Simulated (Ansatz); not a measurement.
CoO:

```xyz
2
Lattice="0.0000 2.1315 2.1315 2.1315 0.0000 2.1315 2.1315 2.1315 0.0000" Properties=species:S:1:pos:R:3 pbc="T T T"
Co    0.0000    0.0000    0.0000
O     2.1315    2.1315    2.1315
```

```yaml
Program: Ansatz 0.2.0
Task: relaxation of cell and atoms
Functional: PBEsol0
Potentials_or_basis: Ansatz PAW
Cutoff: "420 eV (not typed: the program's choice for these potentials)"
k_mesh: 6 × 6 × 6
Occupations: fermi-dirac, width 0.05 eV
Spin: collinear spin, ferromagnetic start
Starting_moments: "[2.0, 0.0] μB"
```

At the start: volume 9.68 Å³/atom.

How do energy, volume and symmetry change on relaxing?

It ends after 7 steps and the volume is 8.97 Å³/atom (-7.3 %); space group Fm-3m (No. 225, to 0.05 Å); moment 3.00 μB per cell.

The path:
| step | energy change (eV) | largest force (eV/Å) | volume (Å³) |
| --- | --- | --- | --- |
| 1 | 0.0000 | 0.0000 | 19.37 |
| 2 | -0.0641 | 0.0000 | 18.51 |
| 3 | -0.0787 | 0.0000 | 17.89 |
| 4 | -0.0785 | 0.0000 | 17.96 |
| 5 | -0.0722 | 0.0000 | 17.96 |
| 6 | -0.0723 | 0.0000 | 17.95 |
| 7 | -0.0723 | 0.0000 | 17.95 |

Final structure:
```
CELL_PARAMETERS angstrom
0.00000 2.07804 2.07804
2.07804 0.00000 2.07804
2.07804 2.07804 0.00000
ATOMIC_POSITIONS crystal
Co 0.00000 0.00000 0.00000
O 0.50000 0.50000 0.50000
```

Caveat: the k mesh is coarse (spacing up to 0.43 Å⁻¹), so the values aren't converged, least of all with exact exchange; the magnetic or orbital state may not be the lowest; the plane-wave basis is chosen anew once the cell has moved, so the energies of steps on either side of that aren't comparable; the pressure holds a Pulay correction of +0.8 GPa for the finite cutoff; a cell with one magnetic atom can't hold antiferromagnetic order, which such compounds often take; the PAW data sets come from PBE, with cores solved anew for the run's functional, which leaves a small shift of forces and pressure.
